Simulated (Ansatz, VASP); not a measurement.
**Tc in VASP and in Ansatz**

```
CELL_PARAMETERS angstrom
2.70593 0.00000 0.00000
-1.35297 2.34341 0.00000
0.00000 0.00000 4.32651
ATOMIC_POSITIONS crystal
Tc 0.33333 0.66667 0.25000
Tc 0.66667 0.33333 0.75000
```

Alike in both runs: functional PBEsol; k mesh 18 × 18 × 10; occupations gaussian, width 0.05 eV; no spin polarisation.

Ansatz relaxed the structure, and its values are those at the end. VASP's run is a single point on that final structure, the one shown.

|  | VASP | Ansatz |
| --- | --- | --- |
| version | VASP 6.6.1 | Ansatz 0.2.0 |
| potentials or method | VASP PAW PBE potentials, release 64 (Tc_pv) | scalar-relativistic, plane waves, PAW |
| plane-wave cutoff (eV) | 520 | 600 |
| valence electrons in the cell | 26 | 30 |

```csv
,VASP,Ansatz,Ansatz less VASP
gap on the k mesh at the Fermi level (eV),none,none,-
pressure (GPa),6.2,6.9,+0.67
```

A gap of «none» marks a metal or a gap that the smearing closes. The two sets of potentials don't hold the same shells in valence.

Caveats: the PAW data sets were made with another functional, which shifts forces and pressure a little (VASP).
